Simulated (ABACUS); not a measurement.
# As (R-3m) in ABACUS: single point with LDA

Aim: the single point of As with LDA.

Program: ABACUS 3.10.1. These are calculated values, not measurements. Logs are shortened: lines on timing, memory, paths and dates and some standing lists are left out, and cuts for length are marked.

### 1 Starting point

The structure is trigonal, space group R-3m (No. 166). The conventional cell has a = 3.762 Å, b = 3.762 Å, c = 10.542 Å, α = 90.00°, β = 90.00°, γ = 120.00°. As (site symmetry 3m) is surrounded by 3 As at 2.51 Å.

### 2 Single point, LDA

Input file run_abacus.py:

```python
"""ABACUS run from a structure file: ASE reads it, the script writes STRU, KPT and INPUT."""
import re
import subprocess
import spglib
from ase import Atoms
from ase.io import read
from ase.units import Bohr

atoms = read("As.cif")
cell, frac, numbers = spglib.standardize_cell((atoms.cell[:], atoms.get_scaled_positions(), atoms.numbers), to_primitive=True, symprec=1e-4)
atoms = Atoms(numbers=numbers, cell=cell, scaled_positions=frac, pbc=True)  # the primitive cell
atoms = atoms[(-atoms.numbers).argsort(kind="stable")]  # ABACUS lists atoms element by element
pseudo = {'As': 'As.upf'}
orbital = {}
magmoms = None
kmesh = [7, 7, 7]
params = {
    'suffix': 'As',
    'calculation': 'scf',
    'basis_type': 'pw',
    'pseudo_dir': './',
    'symmetry': 1,
    'dft_functional': 'pz',
    'ecutwfc': 100,
    'pseudo_rcut': 7,
    'nspin': 1,
    'nbands': 34,
    'ks_solver': 'dav',
    'smearing_method': 'fd',
    'smearing_sigma': 0.00367493,
    'scf_thr': 1e-08,
    'scf_nmax': 100,
    'mixing_type': 'broyden',
    'mixing_beta': 0.7,
    'cal_force': 1,
    'cal_stress': 1,
    'out_chg': 1,
    'kpar': 4,
}

symbols = atoms.get_chemical_symbols()
elements = list(dict.fromkeys(symbols))
lines = ["ATOMIC_SPECIES"] + [f"{e} {atoms.get_masses()[symbols.index(e)]:.4f} {pseudo[e]}" for e in elements]
if orbital:
    lines += ["", "NUMERICAL_ORBITAL"] + [orbital[e] for e in elements]
lines += ["", "LATTICE_CONSTANT", f"{1 / Bohr:.10f}", "", "LATTICE_VECTORS"]
lines += [" ".join(f"{x:.10f}" for x in v) for v in atoms.cell]
lines += ["", "ATOMIC_POSITIONS", "Direct"]
for e in elements:
    lines += ["", e, "0.0", str(symbols.count(e))]
    for i, p in enumerate(atoms.get_scaled_positions(wrap=False)):
        if symbols[i] == e:
            mag = "" if magmoms is None else " mag " + " ".join(str(x) for x in (magmoms[i] if isinstance(magmoms[i], list) else [magmoms[i]]))
            lines.append(" ".join(f"{x:.10f}" for x in p) + " 1 1 1" + mag)
open("STRU", "w").write("\n".join(lines) + "\n")
open("KPT", "w").write("K_POINTS\n0\nGamma\n%d %d %d 0 0 0\n" % tuple(kmesh))
open("INPUT", "w").write("INPUT_PARAMETERS\n" + "".join(f"{k:<20s}{v}\n" for k, v in params.items()))

done = subprocess.run(['mpirun', '-np', '4', 'abacus'])
if done.returncode:
    raise SystemExit(done.returncode)
log = open("OUT.As/running_scf.log").read()
print("final energy (eV):", re.findall(r"FINAL_ETOT_IS (\S+)", log))
```

Input file As.cif:

```cif
data_As
_cell_length_a 3.76159380
_cell_length_b 3.76159380
_cell_length_c 10.54218598
_cell_angle_alpha 90.00000000
_cell_angle_beta 90.00000000
_cell_angle_gamma 120.00000000
_space_group_name_H-M_alt 'R-3m'
_space_group_name_Hall '-R 3 2"'
_space_group_IT_number 166
loop_
_space_group_symop_operation_xyz
'x,y,z'
'-x,-y,-z'
'-y,x-y,z'
'y,-x+y,-z'
'-x+y,-x,z'
'x-y,x,-z'
'y,x,-z'
'-y,-x,z'
'x-y,-y,-z'
'-x+y,y,z'
'-x,-x+y,-z'
'x,x-y,z'
'x+2/3,y+1/3,z+1/3'
'-x+2/3,-y+1/3,-z+1/3'
'-y+2/3,x-y+1/3,z+1/3'
'y+2/3,-x+y+1/3,-z+1/3'
'-x+y+2/3,-x+1/3,z+1/3'
'x-y+2/3,x+1/3,-z+1/3'
'y+2/3,x+1/3,-z+1/3'
'-y+2/3,-x+1/3,z+1/3'
'x-y+2/3,-y+1/3,-z+1/3'
'-x+y+2/3,y+1/3,z+1/3'
'-x+2/3,-x+y+1/3,-z+1/3'
'x+2/3,x-y+1/3,z+1/3'
'x+1/3,y+2/3,z+2/3'
'-x+1/3,-y+2/3,-z+2/3'
'-y+1/3,x-y+2/3,z+2/3'
'y+1/3,-x+y+2/3,-z+2/3'
'-x+y+1/3,-x+2/3,z+2/3'
'x-y+1/3,x+2/3,-z+2/3'
'y+1/3,x+2/3,-z+2/3'
'-y+1/3,-x+2/3,z+2/3'
'x-y+1/3,-y+2/3,-z+2/3'
'-x+y+1/3,y+2/3,z+2/3'
'-x+1/3,-x+y+2/3,-z+2/3'
'x+1/3,x-y+2/3,z+2/3'
loop_
_atom_site_label
_atom_site_type_symbol
_atom_site_symmetry_multiplicity
_atom_site_Wyckoff_symbol
_atom_site_fract_x
_atom_site_fract_y
_atom_site_fract_z
_atom_site_occupancy
As1 As 6 c 0.0000000000 0.0000000000 0.2260000000 1
```

Potentials or basis: PseudoDojo NC SR 0.4.1 LDA stringent, plane waves.

Launch:

```bash
> OMP_NUM_THREADS=1 python run_abacus.py > log
```

running log:

```text
ABACUS v3.10.1

               Atomic-orbital Based Ab-initio Computation at UStc

 ------------------------------------------------------------------------------------

 READING GENERAL INFORMATION
                           global_out_dir = OUT.As/
                           global_in_card = INPUT
                               pseudo_dir = ./
                              orbital_dir =
                                    DSIZE = 4
                                    GSIZE = 1

 READING UNITCELL INFORMATION
                                    ntype = 1
                  lattice constant (Bohr) = 1.88973
              lattice constant (Angstrom) = 1

 READING ATOM TYPE 1
                               atom label = As
                      L=0, number of zeta = 1
                      L=1, number of zeta = 1
                      L=2, number of zeta = 1
             number of atom for this type = 2

                        TOTAL ATOM NUMBER = 2
DIRECT COORDINATES
    atom                   x                   y                   z     mag                  vx                  vy                  vz
taud_As1            0.2260000000        0.2260000000        0.2260000000  0.0000        0.0000000000        0.0000000000        0.0000000000
taud_As2            0.7740000000        0.7740000000        0.7740000000  0.0000        0.0000000000        0.0000000000        0.0000000000

                          Volume (Bohr^3) = 290.59
                             Volume (A^3) = 43.0609

 Lattice vectors: (Cartesian coordinate: in unit of a_0)
              +1.8808            +1.08588            +3.51406
              -1.8808            +1.08588            +3.51406
                   +0            -2.17176            +3.51406
 Reciprocal vectors: (Cartesian coordinate: in unit of 2 pi/a_0)
            +0.265845           +0.153486           +0.094857
            -0.265845           +0.153486           +0.094857
                   +0           -0.306971           +0.094857
 The esolver type has been set to : ksdft_pw

                PAO radial cut off (Bohr) = 7

 Read in pseudopotential file is As.upf
                     pseudopotential type = NC
          exchange-correlation functional = SLAPWNOGXNOGC
                 nonlocal core correction = 1
                        valence electrons = 23
                                     lmax = 2
                           number of zeta = 5
                     number of projectors = 6
                           L of projector = 0
                           L of projector = 0
                           L of projector = 1
                           L of projector = 1
                           L of projector = 2
                           L of projector = 2
 XC functional updated to : pz
          exchange-correlation functional = PZ
     initial pseudo atomic orbital number = 26

 SETUP THE ELECTRONS NUMBER
            electron number of element As = 23
      total electron number of element As = 46
            AUTOSET number of electrons:  = 46
                           occupied bands = 23
                                   NBANDS = 34
[... 162 lines left out ...]
 projector 5 L=2
 projector 6 L=2
      TOTAL NUMBER OF NONLOCAL PROJECTORS = 36

 Init Non-Local PseudoPotential table :
 Init Non-Local-Pseudopotential done.

                                     npwx = 4929

 Make real space PAO into reciprocal space.
       max mesh points in Pseudopotential = 701
     dq(describe PAO in reciprocal space) = 0.01
                                    max q = 1204

 number of pseudo atomic orbitals for As is 5
WARNING: norm of atomic wavefunction # 4 of atomic type As is 0.999981, renormalized
WARNING: norm of atomic wavefunction # 5 of atomic type As is 0.998566, renormalized

 -------------------------------------------
 SELF-CONSISTENT
 -------------------------------------------
                                 init_chg = atomic

 PW ALGORITHM --------------- ION=   1  ELEC=   1--------------------------------

 Notice: Threshold on eigenvalues was too large.
 hsover_error=0.46 > DRHO=0.0117706
 Origin diag ethr = 0.01
 New diag ethr = 2.55883e-05

 Density error is 0.0118508601361
                          Error Threshold = 2.55882628912e-05
----------------------------------------------------------
     Energy           Rydberg                 eV
----------------------------------------------------------
 E_KohnSham     -1233.2566859671     -16779.3180257493
 E_Harris       -1234.0124362054     -16789.6005352549
 E_Fermi        0.8594522573         11.6934478586
----------------------------------------------------------
[... 51 lines left out ...]
 Density error is 1.9362167872e-09
                          Error Threshold = 1.94325340831e-10
----------------------------------------------------------
     Energy           Rydberg                 eV
----------------------------------------------------------
 E_KohnSham     -1233.2569700325     -16779.3218906569
 E_KS(sigma->0) -1233.2568798739     -16779.3206639869
 E_Harris       -1233.2568904645     -16779.3208080789
 E_band         -186.3549096347      -2535.4886213070
 E_one_elec     -1036.0649687555     -14096.3870732670
 E_Hartree      489.3534194930       6657.9948408888
 E_xc           -123.8267062072      -1684.7487689894
 E_Ewald        -562.7185342457      -7656.1784359493
 E_entropy(-TS) -0.0001803171        -0.0024533399
 E_descf        0.0000000000         0.0000000000
 E_exx          0.0000000000         0.0000000000
 E_Fermi        0.8623791874         11.7332707852
----------------------------------------------------------

 charge density convergence is achieved
 final etot is -16779.321891 eV
 EFERMI = 11.733270785 eV

 STATE ENERGY(eV) AND OCCUPATIONS    NSPIN == 1
 1/11 kpoint (Cartesian) = 0.0000 0.0000 0.0000 (4929 pws)
       1       -173.117     0.00583090
       2       -173.116     0.00583090
       3       -117.049     0.00583090
       4       -117.049     0.00583090
       5       -117.046     0.00583090
       6       -117.046     0.00583090
[... 206 lines left out ...]
      33        26.3308        0.00000
      34        28.0409        0.00000

[... levels at 5 further k points ...]

------------------------------------------------------------------------------------------
 TOTAL-FORCE (eV/Angstrom)
------------------------------------------------------------------------------------------
                       As1         0.0000000000         0.0000000000         0.2224800156
                       As2         0.0000000000         0.0000000000        -0.2224800156
------------------------------------------------------------------------------------------

----------------------------------------------------------------
 TOTAL-STRESS (KBAR)
----------------------------------------------------------------
       -16.2186968961        -0.0000000000        -0.0000000000
         0.0000000000       -16.2186968963         0.0000000000
        -0.0000000000        -0.0000000000       -23.6087398372
----------------------------------------------------------------
 TOTAL-PRESSURE: -18.682045 KBAR

 --------------------------------------------
 !FINAL_ETOT_IS -16779.3218906568545208 eV
 --------------------------------------------
```

It took 28 s on 4 MPI ranks of AMD EPYC 7R43 (Zen 3), shared host; peak memory 0.6 GiB.

What came out:

- Free energy: -16779.3219 eV
- Pressure: -1.9 GPa
- Largest force: 0.222 eV/Å
- Band gap on the k mesh: none (metal or under the smearing width)

Forces on the atoms (eV/Å):
```
As   0.000  0.000  0.222
As   0.000  0.000 -0.222
```
